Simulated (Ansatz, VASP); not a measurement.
## One calculation of MoS2, two programs

```
Mo S
1.0
     3.16900    0.00000    0.00000
    -1.58450    2.74443    0.00000
     0.00000    0.00000   12.32400
Mo S
2 4
Direct
  0.66667 0.33333 0.75000
  0.33333 0.66667 0.25000
  0.66667 0.33333 0.37700
  0.33333 0.66667 0.87700
  0.66667 0.33333 0.12300
  0.33333 0.66667 0.62300
```

Alike in both runs: functional LDA; k mesh 10 × 10 × 3; occupations fermi-dirac, width 0.05 eV; no spin polarisation; Hubbard terms Mo d U = 4.0 eV.

|  | VASP | Ansatz |
| --- | --- | --- |
| version | VASP 6.6.1 | Ansatz 0.2.0 |
| potentials or method | VASP PAW LDA potentials, release 64 (Mo_sv, S) | Ansatz PAW |
| plane-wave cutoff (eV) | 520 | 420 |
| valence electrons in the cell | 52 | 52 |
| task | single point | projected density of states |

Ansatz gave:

```
gap on the k mesh at the Fermi level (eV)       : 0.95
least direct gap on the mesh (eV)               : 1.69
pressure (GPa)                                  : -5.7
largest component of the traceless stress (GPa) : 0.13
rms of the force components (eV/Å)              : 0.233
```

**Question.** What did VASP give for the same quantities?

**Answer.** gap on the k mesh at the Fermi level (eV): 0.89; least direct gap on the mesh (eV): 1.80; pressure (GPa): -3.1; largest component of the traceless stress (GPa): 0.43; rms of the force components (eV/Å): 0.092.

The programs project onto different local orbitals, so the same U acts differently. Atom by atom the forces differ by 0.141 eV/Å (rms over components).

Caveats: an odd mesh through Γ misses points on the zone boundary, where band edges often lie (VASP); odd divisions of the mesh miss points on the zone boundary, where band edges often lie, so the gap on the mesh can be too wide (Ansatz); the PAW data sets come from PBE, with cores solved anew for the run's functional, which leaves a small shift of forces and pressure (Ansatz); the density of states is complete only up to the lowest level of the last band computed (Ansatz).
